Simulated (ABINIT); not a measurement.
# Sn (Immm) in ABINIT: a series of runs

One crystal, Sn, is run at these levels: PBEsol; tasks: single point.

Program: ABINIT 10.8.3 (patched build). These are calculated values, not measurements. Logs are shortened: lines on timing, memory, paths and dates and some standing lists are left out, and cuts for length are marked. The log counts tension as positive stress, the text compression.

### Step 1. The cell of the first run

The structure is orthorhombic, space group Immm (No. 71). Conventional cell: a = 3.453 Å, b = 3.551 Å, c = 4.677 Å, α = 90.00°, β = 90.00°, γ = 90.00°. Sn (site symmetry mmm) has 12 Sn at 3.41 to 3.55 Å as nearest neighbours.

This isn't the form of Sn at room conditions, which is tetragonal (white tin).

### Step 2. Single point, PBEsol, 28.67 Å³/atom (shear strain of 0 %)

File run.abi:

```
# Pseudopotentials
pp_dirpath "./"
pseudos "Sn.GGA_PBE-JTH.xml"

# Structure
acell 3*1.0
rprim
    -3.2626858535     3.3552975514     4.4188259657
     3.2626858535    -3.3552975514     4.4188259657
     3.2626858535     3.3552975514    -4.4188259657
ntypat 1
znucl 50
natom 1
typat 1
xcart
     0.0000000000     0.0000000000     0.0000000000
chkprim 0
chksymtnons 0
tolsym 1.0e-6

# Plane-wave basis
ecut 22.0
pawecutdg 44.0
pawxcdev 0

# k points
kptopt 1
ngkpt 11 11 11
nshiftk 1
shiftk 0.0 0.0 0.0

# Exchange and correlation
ixc -116133

# Bands and occupations
nband 11
occopt 3
tsmear 0.00183747

# SCF cycle
nstep 100
tolvrs 1.0e-9

# Output
iomode 3
prtwf 0
prteig 0
prtebands 0
enunit 2
prtden 1
prtvha 1
prtvclmb 1
prtpot 1
```

Potentials or basis: JTH PAW PBE v2.0.

Run with:

```console
$ abinit run.abi > log 2>&1
```

run.abo:

```text
.Version 10.8.3 of ABINIT
 Symmetries : space group Im m m (# 71); Bravais oI (body-center ortho.)
================================================================================
 Values of the parameters that define the memory need of the present run
     intxc =       0    ionmov =       0      iscf =      17    lmnmax =      18
     lnmax =       6     mgfft =      30  mpssoang =       3    mqgrid =    3001
     natom =       1  nloc_mem =       2    nspden =       1   nspinor =       1
    nsppol =       1      nsym =       8    n1xccc =       1    ntypat =       1
    occopt =       3   xclevel =       2
       mpw =         967          nfft =       27000          nkpt =         216
 PAW method is used; the additional fine FFT grid is defined by:
   mgfftf=        40    nfftf =     64000
================================================================================
================================================================================

--------------------------------------------------------------------------------
------------- Echo of variables that govern the present computation ------------
--------------------------------------------------------------------------------
 -outvars: echo values of preprocessed input variables --------
            acell      1.0000000000E+00  1.0000000000E+00  1.0000000000E+00 Bohr
              amu      1.18710000E+02
          chkprim           0
      chksymtnons           0
             ecut      2.20000000E+01 Hartree
           enunit           2
                       outvar_i_n : Printing only first  50 k-points.
              ixc     -116133
                       outvar_i_n : Printing only first  50 k-points.
         kptrlatt       11    0    0      0   11    0      0    0   11
          kptrlen      7.08020394E+01
            natom           1
            nband          11
            ngfft          30      30      30
          ngfftdg          40      40      40
             nkpt         216
            nstep         100
             nsym           8
           ntypat           1
                       prtocc : prtvol=0, do not print more k-points.
           occopt           3
        pawecutdg      4.40000000E+01 Hartree
         pawxcdev           0
        prtebands           0
           prteig           0
           prtpot           1
         prtvclmb           1
           prtvha           1
            prtwf           0
            rprim     -3.2626858535E+00  3.3552975514E+00  4.4188259657E+00
                       3.2626858535E+00 -3.3552975514E+00  4.4188259657E+00
                       3.2626858535E+00  3.3552975514E+00 -4.4188259657E+00
          spgroup          71
           tolsym      1.00000000E-06
           tolvrs      1.00000000E-09
           tsmear      1.83747000E-03 Hartree
            typat      1
           useylm           1
                       outvars : Printing only first  50 k-points.
            znucl       50.00000

================================================================================

 chkinp: Checking input parameters for consistency.

================================================================================
== DATASET  1 ==================================================================

--- !DatasetInfo
iteration_state: {dtset: 1, }
dimensions: {natom: 1, nkpt: 216, mband: 11, nsppol: 1, nspinor: 1, nspden: 1, mpw: 967, }
cutoff_energies: {ecut:  22.0, pawecutdg:  44.0, }
electrons: {nelect:   1.40000000E+01, charge:   0.00000000E+00, occopt:   3.00000000E+00, tsmear:   1.83747000E-03, }
meta: {optdriver: 0, ionmov: 0, optcell: 0, iscf: 17, paral_kgb: 0, }
...

 Real(R)+Recip(G) space primitive vectors, cartesian coordinates (Bohr,Bohr^-1):
 R(1)= -3.2626859  3.3552976  4.4188260  G(1)=  0.0000000  0.1490181  0.1131522
 R(2)=  3.2626859 -3.3552976  4.4188260  G(2)=  0.1532480  0.0000000  0.1131522
 R(3)=  3.2626859  3.3552976 -4.4188260  G(3)=  0.1532480  0.1490181  0.0000000
 Unit cell volume ucvol=  1.9349653E+02 bohr^3
 Angles (23,13,12)=  1.19084898E+02  1.17162588E+02  9.32893171E+01 degrees

 Coarse grid specifications (used for wave-functions):

 getcut: wavevector=  0.0000  0.0000  0.0000  ngfft=  30  30  30
         ecut(hartree)=     22.000   => boxcut(ratio)=   2.20802

 getcut : COMMENT -
  Note that boxcut > 2.2 ; recall that boxcut=Gcut(box)/Gcut(sphere) = 2
  is sufficient for exact treatment of convolution.
  Such a large boxcut is a waste : you could raise ecut
  e.g. ecut=   26.814317 Hartrees makes boxcut=2

 Fine grid specifications (used for densities):

 getcut: wavevector=  0.0000  0.0000  0.0000  ngfft=  40  40  40
         ecut(hartree)=     44.000   => boxcut(ratio)=   2.08147

--- Pseudopotential description ------------------------------------------------
- pspini: atom type   1  psp file is ./Sn.GGA_PBE-JTH.xml
 Pseudopotential format is: paw10
 basis_size (lnmax)=  6 (lmn_size= 18), orbitals=   0   0   1   1   2   2
 Spheres core radius: rc_sph= 2.51086398
 Shapefunction is BESSEL type: shapef(r,l)=aa(1,l)*jl(q(1,l)*r)+aa(2,l)*jl(q(2,l)*r)
 Radius for shape functions =  1.40702157
 Compensation charge density is not taken into account in XC energy/potential

   3.60098397E+02                                ecore*ucvol(ha*bohr**3)
--------------------------------------------------------------------------------

================================================================================

--- !BeginCycle
iteration_state: {dtset: 1, }
solver: {iscf: 17, nstep: 100, nline: 4, wfoptalg: 10, }
tolerances: {tolvrs: 1.00E-09, }
...

     iter   Etot(hartree)      deltaE(h)  residm     nres2
 ETOT  1  -69.642141930593    -6.964E+01 3.850E-01 5.014E-01
 ETOT  2  -69.712027162088    -6.989E-02 3.909E-02 5.752E-02
 ETOT  3  -69.711911158712     1.160E-04 1.611E-02 5.953E-03
 ETOT  4  -69.711900249968     1.091E-05 2.509E-03 2.288E-04
 ETOT  5  -69.711899953072     2.969E-07 1.697E-03 3.554E-06
 ETOT  6  -69.711899942213     1.086E-08 6.338E-04 9.455E-08
 ETOT  7  -69.711899942444    -2.306E-10 2.742E-04 7.022E-09
 ETOT  8  -69.711899942415     2.856E-11 2.549E-04 7.075E-10

 At SCF step    8       nres2   =  7.08E-10 < tolvrs=  1.00E-09 =>converged.

 Cartesian components of stress tensor (hartree/bohr^3)
  sigma(1 1)=  1.00072800E-04  sigma(3 2)=  0.00000000E+00
  sigma(2 2)=  1.54818902E-04  sigma(3 1)=  0.00000000E+00
  sigma(3 3)=  1.07466486E-04  sigma(2 1)=  0.00000000E+00

--- !ResultsGS
iteration_state: {dtset: 1, }
comment   : Summary of ground state results
lattice_vectors:
- [ -3.2626859,   3.3552976,   4.4188260, ]
- [  3.2626859,  -3.3552976,   4.4188260, ]
- [  3.2626859,   3.3552976,  -4.4188260, ]
lattice_lengths: [   6.43655,    6.43655,    6.43655, ]
lattice_angles: [119.085, 117.163,  93.289, ] # degrees, (23, 13, 12)
lattice_volume:   1.9349653E+02
convergence: {deltae:  2.856E-11, res2:  7.075E-10, residm:  2.549E-04, diffor: null, }
etotal    :  -6.97118999E+01
entropy   :   0.00000000E+00
fermie    :   2.16192716E-01
cartesian_stress_tensor: # hartree/bohr^3
- [  1.00072800E-04,   0.00000000E+00,   0.00000000E+00, ]
- [  0.00000000E+00,   1.54818902E-04,   0.00000000E+00, ]
- [  0.00000000E+00,   0.00000000E+00,   1.07466486E-04, ]
pressure_GPa:  -3.5536E+00
xred      :
- [  0.0000E+00,   0.0000E+00,   0.0000E+00, Sn]
cartesian_forces: # hartree/bohr
- [ -0.00000000E+00,  -0.00000000E+00,  -0.00000000E+00, ]
force_length_stats: {min:   0.00000000E+00, max:   0.00000000E+00, mean:   0.00000000E+00, }
...

 Integrated electronic density in atomic spheres:
 ------------------------------------------------
 Atom  Sphere_radius  Integrated_density
    1        2.51086         11.82533533

================================================================================

 ----iterations are completed or convergence reached----

 Mean square residual over all n,k,spin=   67.176E-08; max=  25.493E-05
 reduced coordinates (array xred) for    1 atoms
       0.000000000000      0.000000000000      0.000000000000
 rms dE/dt=  0.0000E+00; max dE/dt=  0.0000E+00; dE/dt below (all hartree)
    1       0.000000000000      0.000000000000      0.000000000000

 cartesian coordinates (angstrom) at end:
    1      0.00000000000000     0.00000000000000     0.00000000000000

 cartesian forces (hartree/bohr) at end:
    1     -0.00000000000000    -0.00000000000000    -0.00000000000000
 frms,max,avg= 0.0000000E+00 0.0000000E+00   0.000E+00  0.000E+00  0.000E+00 h/b

 cartesian forces (eV/Angstrom) at end:
    1     -0.00000000000000    -0.00000000000000    -0.00000000000000
 frms,max,avg= 0.0000000E+00 0.0000000E+00   0.000E+00  0.000E+00  0.000E+00 e/A
 length scales=  1.000000000000  1.000000000000  1.000000000000 bohr
              =  0.529177210544  0.529177210544  0.529177210544 angstroms
 Fermi (or HOMO) energy (hartree) =   0.21619   Average Vxc (hartree)=  -0.37368
 Eigenvalues (hartree) for nkpt= 216  k points:
 kpt#   1, nband= 11, wtk=  0.00075, kpt=  0.0000  0.0000  0.0000 (reduced coord)
  -0.57187   -0.57131   -0.57063   -0.56956   -0.56823   -0.17983    0.47378    0.47916
   0.49386    0.60897    0.62498
      occupation numbers for kpt#   1
   2.00000    2.00000    2.00000    2.00000    2.00000    2.00000    0.00000    0.00000
   0.00000    0.00000    0.00000
 prteigrs : prtvol=0 or 1, do not print more k-points.

 Fermi (or HOMO) energy (eV) =   5.88290   Average Vxc (eV)= -10.16825
 Eigenvalues (   eV  ) for nkpt= 216  k points:
 kpt#   1, nband= 11, wtk=  0.00075, kpt=  0.0000  0.0000  0.0000 (reduced coord)
 -15.56147  -15.54611  -15.52755  -15.49850  -15.46235   -4.89337   12.89216   13.03864
  13.43868   16.57079   17.00652
 prteigrs : prtvol=0 or 1, do not print more k-points.

--- !EnergyTerms
iteration_state     : {dtset: 1, }
comment             : Components of total free energy in Hartree
kinetic             :  1.16854272424765E+01
hartree             :  2.43541027553108E+01
xc                  : -6.79971687672843E+00
Ewald energy        : -4.89324109239566E+01
psp_core            :  1.86100697013537E+00
local_psp           : -6.74602272285523E+01
PAW spherical_terms :  1.55800338853588E+01
internal            : -6.97117841759558E+01
'-kT*entropy'       : -1.28287891139385E-04
total_energy        : -6.97119124638470E+01
total_energy_eV     : -1.89695777599976E+03
...

--- !EnergyTermsDC
iteration_state     : {dtset: 1, }
comment             : '"Double-counting" decomposition of free energy'
band_energy         : -5.48862007706015E+00
Ewald energy        : -4.89324109239566E+01
psp_core            :  1.86100697013537E+00
xc_dc               : -2.66075856689838E+01
PAW spherical_terms :  9.45583804534116E+00
internal            : -6.97117716545240E+01
'-kT*entropy'       : -1.28287891139385E-04
total_energy_dc     : -6.97118999424151E+01
total_energy_dc_eV  : -1.89695743527424E+03
...

--- !EnergyTermsWithPAWCore
iteration_state     : {dtset: 1, }
comment             : 'Components of total free energy, including PAW core contributions'
Total energy        : -6.17461218938078E+03
Total energy DC     : -6.17461217685935E+03
Total energy (eV)   : -1.68019757204383E+05
Total energy DC (eV): -1.68019756863657E+05
...

 Cartesian components of stress tensor (hartree/bohr^3)
  sigma(1 1)=  1.00072800E-04  sigma(3 2)=  0.00000000E+00
  sigma(2 2)=  1.54818902E-04  sigma(3 1)=  0.00000000E+00
  sigma(3 3)=  1.07466486E-04  sigma(2 1)=  0.00000000E+00

-Cartesian components of stress tensor (GPa)         [Pressure= -3.5536E+00 GPa]
- sigma(1 1)=  2.94424342E+00  sigma(3 2)=  0.00000000E+00
- sigma(2 2)=  4.55492934E+00  sigma(3 1)=  0.00000000E+00
- sigma(3 3)=  3.16177318E+00  sigma(2 1)=  0.00000000E+00

== END DATASET(S) ==============================================================
================================================================================

 -outvars: echo values of variables after computation  --------
            acell      1.0000000000E+00  1.0000000000E+00  1.0000000000E+00 Bohr
           etotal     -6.9711899942E+01
            fcart     -0.0000000000E+00 -0.0000000000E+00 -0.0000000000E+00
            rprim     -3.2626858535E+00  3.3552975514E+00  4.4188259657E+00
                       3.2626858535E+00 -3.3552975514E+00  4.4188259657E+00
                       3.2626858535E+00  3.3552975514E+00 -4.4188259657E+00
           strten      1.0007279988E-04  1.5481890158E-04  1.0746648591E-04
                       0.0000000000E+00  0.0000000000E+00  0.0000000000E+00
 Calculation completed.
```

Wall time 27 s (1 thread of AMD EPYC 9R45 (Zen 5), shared host); peak memory 0.18 GiB.

Results:

```
Free energy                                           : -1896.9574 eV
Pressure                                              : -3.6 GPa
Band gap on the k mesh                                : none (metal or under the smearing width)
Valence electrons inside the program's atomic spheres : Sn 11.83 (radii [1.3287] Å)
```

Caveat: the PAW data sets were made with another functional, which shifts forces and pressure a little.

### Step 3. Single point, PBEsol, 28.67 Å³/atom (shear strain of -2 %)

Changes to run.abi since step 2:

```diff
@@ -7,5 +7,5 @@
 rprim
-    -3.2626858535     3.3552975514     4.4188259657
-     3.2626858535    -3.3552975514     4.4188259657
-     3.2626858535     3.3552975514    -4.4188259657
+    -3.2962388290     3.3879244099     4.4188259657
+     3.2962388290    -3.3879244099     4.4188259657
+     3.2291328780     3.3226706929    -4.4188259657
 ntypat 1
```

Potentials or basis: JTH PAW PBE v2.0.

Run with:

```console
$ abinit run.abi > log 2>&1
```

Wall time 45 s (1 thread of AMD EPYC 9R45 (Zen 5), shared host); peak memory 0.25 GiB.

Results (log left out):

- Free energy: -1896.9572 eV
- Pressure: -3.5 GPa
- Band gap on the k mesh: none (metal or under the smearing width)
- Valence electrons inside the program's atomic spheres: Sn 11.82 (radii [1.3287] Å)

Caveat: the PAW data sets were made with another functional, which shifts forces and pressure a little.
